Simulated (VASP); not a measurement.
An input for Quantum ESPRESSO's pw.x (written as the equivalent of a VASP run, and not itself run):

```
&CONTROL
  calculation = 'vc-relax'
  pseudo_dir = './pseudo'
  outdir = './out'
  tprnfor = .true.
  tstress = .true.
  nstep = 60
  forc_conv_thr = 0.00039
/
&SYSTEM
  ibrav = 0
  nat = 2
  ntyp = 2
  ecutwfc = 80
  occupations = 'smearing'
  smearing = 'gaussian'
  degauss = 0.003675
  input_dft = 'vdw-df-obk8'
/
&ELECTRONS
  conv_thr = 7.3e-08
  electron_maxstep = 100
/
&IONS
/
&CELL
/
ATOMIC_SPECIES
  Al 26.982 Al.upf
  Sb 121.760 Sb.upf
CELL_PARAMETERS angstrom
     0.0000000    3.0700000    3.0700000
     3.0700000    0.0000000    3.0700000
     3.0700000    3.0700000    0.0000000
ATOMIC_POSITIONS crystal
  Al   0.0000000  0.0000000  0.0000000
  Sb   0.2500000  0.2500000  0.2500000
K_POINTS automatic
  7 7 7 0 0 0
```

Question: Write the VASP files for the same calculation (optB88-vdW).

Answer: This is not unique; one that fits is 
### INCAR
```
SYSTEM = AlSb
PREC = Accurate
ENCUT = 520
EDIFF = 1E-6
NELM = 100
ALGO = Normal
LREAL = .FALSE.
LASPH = .TRUE.
ISMEAR = 0
SIGMA = 0.05
GGA = BO
PARAM1 = 0.1833333333
PARAM2 = 0.22
LUSE_VDW = .TRUE.
AGGAC = 0.0
LMAXMIX = 4
LWAVE = .FALSE.
LCHARG = .FALSE.
IBRION = 2
ISIF = 3
NSW = 60
EDIFFG = -0.01
```

File KPOINTS:
```
Automatic mesh
0
Gamma
7 7 7
0 0 0
```

POSCAR:
```
AlSb
1.0
  0.0000000000   3.0700000000   3.0700000000
  3.0700000000   0.0000000000   3.0700000000
  3.0700000000   3.0700000000   0.0000000000
Al Sb
1 1
Cart
  0.0000000000   0.0000000000   0.0000000000
  1.5350000000   1.5350000000   1.5350000000
```

POTCAR, in this order: Al Sb (PBE.64 set). Program: vasp_std.

Limits of the translation: the potentials are each code's own (VASP's PAW set, PseudoDojo norm-conserving files in pw.x), so ENCUT and ecutwfc are chosen apart and not converted; conv_thr bounds pw.x's estimated SCF error, while EDIFF bounds the energy change between steps; forc_conv_thr acts on force components and is met together with etot_conv_thr.

The compound is AlSb in the zinc blende structure. This run relaxes it. Symmetry was kept, so distortions that lower it aren't found.
